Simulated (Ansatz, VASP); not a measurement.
**One calculation of Ba, two programs**

```
Ba
1.0
    -1.93561    1.93561    1.93561
     1.93561   -1.93561    1.93561
     1.93561    1.93561   -1.93561
Ba
1
Direct
  0.00000 0.00000 0.00000
```

Change from the starting cell: volume scaled by 0.5, LAPW.

Alike in both runs: task single point; functional PBEsol; k mesh 11 × 11 × 11; occupations fermi-dirac, width 0.08 eV; no spin polarisation.

|  | VASP | Ansatz |
| --- | --- | --- |
| version | VASP 6.6.1 | Ansatz 0.2.0 |
| potentials or method | VASP PAW PBE potentials, release 64 (Ba_sv), cutoff 520 eV | all-electron LAPW, scalar-relativistic |

|  | VASP | Ansatz | Ansatz less VASP |
| --- | --- | --- | --- |
| pressure (GPa) | 18.7 | 15.8 | -2.82 |

Ansatz ran all-electron here, so the differences hold the error of VASP's frozen core and of both bases.

Caveats: so large a pressure means that the cell lies far from this level's equilibrium, or that cutoff or potentials fall short (VASP); the potentials were made for another functional, which shifts forces and pressure (VASP). Spin-orbit coupling is left out, which matters for the levels of Ba.
